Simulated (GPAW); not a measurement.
Here is a GPAW 26.7.0 calculation.

File run.py:

```python
from ase.dft.bandgap import bandgap
from ase.io import read, write
from ase.units import GPa
from gpaw import GPAW, PW

atoms = read('POSCAR')

calc = GPAW(mode=PW(600),
            xc='MGGA_X_R2SCAN+MGGA_C_R2SCAN',
            kpts={'size': (10, 10, 10), 'gamma': True},
            occupations={'name': 'fermi-dirac', 'width': 0.05},
            nbands=18,
            convergence={'density': 1e-05, 'energy': 1e-05},
            maxiter=150,
            txt='gpaw.txt')
atoms.calc = calc
energy = atoms.get_potential_energy()
forces = atoms.get_forces()
stress = atoms.get_stress()
calc.write('gs.gpw')
write('result.traj', atoms)
print(f'Energy: {energy:.6f} eV')
print('Forces (eV/A):')
print(forces.round(4))
print('Stress (GPa):', (stress / GPa).round(3))
print('Fermi level:', round(calc.get_fermi_level(), 4), 'eV')
print(f'Gap: {bandgap(calc)[0]:.4f} eV, direct: {bandgap(calc, direct=True)[0]:.4f} eV')
```

Contents of POSCAR:

```
GaSb
1.0
   -2.7534340000      2.7534340000      1.5907070000
    2.7534340000     -2.7534340000      1.5907070000
    2.7534340000      2.7534340000     -1.5907070000
Sb Ga
1 1
Direct
    0.0000000000      0.0000000000      0.0000000000
    0.7500000000      0.2500000000      0.5000000000
```

Potentials or basis: GPAW PAW data sets (gpaw-data 1.2.1), pw.

The run is started by

```sh
$ OMP_NUM_THREADS=1 python run.py
```

Question: What does it give for the pressure?

Answer: -1.7 GPa.

Question: Estimate the band gap on the k mesh.

Answer: None (metal or under the smearing width).

Caveat: the PAW data sets were made with another functional, which shifts forces and pressure a little. Spin-orbit coupling is left out, which matters for the levels of Sb.
